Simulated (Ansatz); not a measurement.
# LiBr: the cost of one run

Computed with Ansatz 0.2.0 (DFT PBE, scalar-relativistic, plane waves, PAW, unless a step's input says otherwise).

## 1. Starting point

It takes space group Fm-3m (No. 225, cubic). The conventional cell has a = 5.501 Å, b = 5.501 Å, c = 5.501 Å, α = 90.00°, β = 90.00°, γ = 90.00°. Around Li (site symmetry m-3m) lie 6 Br at 2.75 Å. Around Br (site symmetry m-3m) lie 6 Li at 2.75 Å.

As a file:

```
Li Br
1.0
     0.00000    2.75065    2.75065
     2.75065    0.00000    2.75065
     2.75065    2.75065    0.00000
Li Br
1 1
Cartesian
  0.0000 0.0000 0.0000
  2.7506 2.7506 2.7506
```

The structure comes from the Crystallography Open Database.

(A quick probe on a coarse mesh, which set the mesh and smearing, is not shown.)

## 3. The relaxation

Input file input.yaml:

```yaml
crystal:
  lattice:
    - [0.0, 2.75065, 2.75065]
    - [2.75065, 0.0, 2.75065]
    - [2.75065, 2.75065, 0.0]
  atoms:
    - { symbol: Li, position: [0.0, 0.0, 0.0] }
    - { symbol: Br, position: [0.5, 0.5, 0.5] }
basis:
  ecutwfc: 420
kpoints:
  mp_grid: { grid: [8, 8, 8] }
hamiltonian:
  xc: pbe
scf:
  occupations: { method: gaussian, width: 0.02 }
output:
  forces: true
  stress: true
  eigenvalues: true
  write_density: true
  write_potential: true
  elf: true
  volumetric_format: npy
relax:
  adjacent_minimum: "off"
  f_tol: 0.005
  max_steps: 80
  cell: { stress_tol: 0.05 }
```

Command:

```bash
> ansatz run input.yaml --threads 1 --pin off --max-ram 2560MiB --backend cpu --events-out ev --progress --plain --runs-dir out
```

**Question.** How long does this run take on 1 thread of Arm Neoverse V2, shared host, and how much memory does it need?

About 2.6 s, with a peak of 0.29 GiB.
